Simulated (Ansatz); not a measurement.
# A thicker film of NaF (110) from two thinner ones

In a field along its normal an insulating film takes a dipole p. Written as a length, p/(ε₀AE), it should grow by 1 − 1/ε for each ångström added.

How it was computed: Ansatz 0.2.0, plane waves with PAW datasets (its set soft_2), PBEsol; rocksalt films relaxed at a bulk in-plane lattice constant near the measured one, then held in weak fields of both signs with a dipole correction (A is the cell's area, E the outer field).

```
     run  distance between the outer atoms (Å)  p/(ε₀AE) (Å)
 5 units                                 6.426         4.240
 8 units                                11.336         6.557
12 units                                17.882             ?
```

**Question.** What value belongs in the row marked “?”, and how far can the other rows tell?

Two rows fix a line: slope = (6.557 − 4.240) / (11.336 − 6.426) = 0.4719, intercept 1.2076. That slope means ε = 1/(1 − 0.4719) = 1.89. At 17.882 it gives 0.4719 × 17.882 + 1.2076 = 9.646 Å, beyond the rows fitted. Rounding of the rows alone allows about ±0.003 Å there; two rows can't show whether the line holds.

The run itself gives 9.648 Å: a miss of +0.002 Å, or 0.0 % of the value. The length is met to within 1 %, though ε is more sensitive than the length: the two thickest films give ε = 1.89.

Caveats: This is the electronic response alone. A unit is one step of the cut along the normal (a plane, a pair of planes or a cell), and the layers relax along it, away from their bulk spacing where the functional's lattice constant differs from the one held.

[Logs are printed without paths, hosts, clocks, repeated set-up lines and the standing remarks that a program may print on its own settings, such as how far it seeks lower states.]
